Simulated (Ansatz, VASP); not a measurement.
Mo in VASP and in Ansatz

```
Mo
1.0
    -1.57342    1.57342    1.57342
     1.57342   -1.57342    1.57342
     1.57342    1.57342   -1.57342
Mo
1
Cartesian
  0.0000 0.0000 0.0000
```

Alike in both runs: task single point; functional PBE; k mesh 13 × 13 × 13; no spin polarisation.

|  | VASP | Ansatz |
| --- | --- | --- |
| version | VASP 6.6.1 | Ansatz 0.2.0 |
| potentials or method | VASP PAW PBE potentials, release 64 (Mo_sv) | plane waves, PAW |
| plane-wave cutoff (eV) | 520 | 500 |
| occupations | methfessel-paxton of order 1, width 0.15 eV | cold, width 0.15 eV |
| valence electrons in the cell | 14 | 14 |

```csv
,VASP,Ansatz,Ansatz less VASP
pressure (GPa),3.7,3.2,-0.47
```
